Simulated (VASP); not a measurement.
Runs of VASP 6.6.1 on BaS. It takes space group Fm-3m (No. 225, cubic). Conventional cell: a = 6.388 Å, b = 6.388 Å, c = 6.388 Å, α = 90.00°, β = 90.00°, γ = 90.00°. Ba (site symmetry m-3m) is surrounded by 6 S at 3.19 Å. S (site symmetry m-3m) is surrounded by 6 Ba at 3.19 Å. 

```csv
level,gap on the mesh (eV),pressure (GPa),relaxed volume (Å³/atom)
vdW-DF,2.39,0.0,34.83
vdW-DF-cx,2.10,0.0,(a)
optPBE-vdW,2.26,0.0,33.75
rev-vdW-DF2,2.10,0.0,32.84
BEEF-vdW,(b),0.0,(c)
```

Alike in all rows: task relaxation of cell and atoms; potentials or basis VASP PAW PBE potentials, release 64 (Ba_sv, S); no spin polarisation; cell relaxed; k mesh 7 × 7 × 7; cutoff (eV) 600; smearing fermi-dirac 0.05 eV.

Question: Fill in the values left out.

Answer: (a) 32.41; (b) 2.38; (c) 34.13.

Caveats: the PAW data sets were made with another functional, which shifts forces and pressure a little; spin-orbit coupling is left out, which moves the levels of the heavy elements; an odd mesh through Γ misses points on the zone boundary, where band edges often lie.

A k mesh can miss the band edges, and the runs leave out spin-orbit coupling on Ba.
